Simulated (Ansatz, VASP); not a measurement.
## One calculation of Ba, two programs

```xyz
1
Lattice="3.9180 0.0000 0.0000 0.0000 3.9180 0.0000 0.0000 0.0000 3.5319" Properties=species:S:1:pos:R:3 pbc="T T T"
Ba    1.9590    1.9590    1.7660
```

Change from the starting cell: volume scaled by 0.94.

Alike in both runs: task single point; functional PBE; k mesh 7 × 7 × 7; occupations fermi-dirac, width 0.05 eV; no spin polarisation.

```csv
,VASP,Ansatz
version,VASP 6.6.1,Ansatz 0.2.0
potentials or method,"VASP PAW PBE potentials, release 64 (Ba_sv)",Ansatz PAW
plane-wave cutoff (eV),520,420
valence electrons in the cell,10,10
```

VASP gave:

| Property | Result |
| --- | --- |
| gap on the k mesh at the Fermi level (eV) | none |
| pressure (GPa) | 1.4 |
| largest component of the traceless stress (GPa) | 3.18 |

Problem. Which values does Ansatz return?

Solution. gap on the k mesh at the Fermi level (eV): none; pressure (GPa): 1.2; largest component of the traceless stress (GPa): 3.02.

A gap of «none» marks a metal or a gap that the smearing closes.

The runs have no spin-orbit coupling, so splittings on Ba are missing.
